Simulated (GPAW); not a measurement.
Wanted: an ASE script for a GPAW 26.7.0 run.

| Property | Result |
| --- | --- |
| Task | single point |
| Functional | PBE |
| Potentials or basis | GPAW PAW data sets (gpaw-data 1.2.1) |
| Cutoff | 800 eV |
| Basis | pw |
| k mesh | 9 × 9 × 5 |
| Occupations | gaussian, width 0.02 eV |
| Spin | no spin polarisation |
| Maxiter | 150 |

The structure of ZrC lies in POSCAR:

```
ZrC
1.0
    3.3914762718      0.0000000000      0.0000000000
   -1.6957381359      2.9371046077      0.0000000000
    0.0000000000      0.0000000000      5.2900530000
Zr C
2 2
Direct
    0.6666666667      0.3333333333      0.7500000000
    0.3333333333      0.6666666667      0.2500000000
    0.0000000000      0.0000000000      0.5000000000
    0.0000000000      0.0000000000      0.0000000000
```

The cell comes from a database or a generator and needn't be the stable form of this composition.

These files were run (other wordings do the same):

run.py

```python
from ase.dft.bandgap import bandgap
from ase.io import read, write
from ase.units import GPa
from gpaw import GPAW, PW

atoms = read('POSCAR')

calc = GPAW(mode=PW(800),
            xc='PBE',
            kpts={'size': (9, 9, 5), 'gamma': True},
            occupations={'name': 'methfessel-paxton', 'order': 0, 'width': 0.02},
            nbands=31,
            convergence={'density': 1e-05, 'energy': 1e-05},
            maxiter=150,
            txt='gpaw.txt')
atoms.calc = calc
energy = atoms.get_potential_energy()
forces = atoms.get_forces()
stress = atoms.get_stress()
calc.write('gs.gpw')
write('result.traj', atoms)
print(f'Energy: {energy:.6f} eV')
print('Forces (eV/A):')
print(forces.round(4))
print('Stress (GPa):', (stress / GPa).round(3))
print('Fermi level:', round(calc.get_fermi_level(), 4), 'eV')
print(f'Gap: {bandgap(calc)[0]:.4f} eV, direct: {bandgap(calc, direct=True)[0]:.4f} eV')
```

Potentials or basis: GPAW PAW data sets (gpaw-data 1.2.1), pw.

Command:

```console
$ OMP_NUM_THREADS=1 python run.py
```

Results of the run:

- Pressure: -3.2 GPa
- Band gap on the k mesh: none (metal or under the smearing width)

It took 73 s on 1 thread of Arm Neoverse V2, with other jobs on the host, peak memory 0.26 GiB.
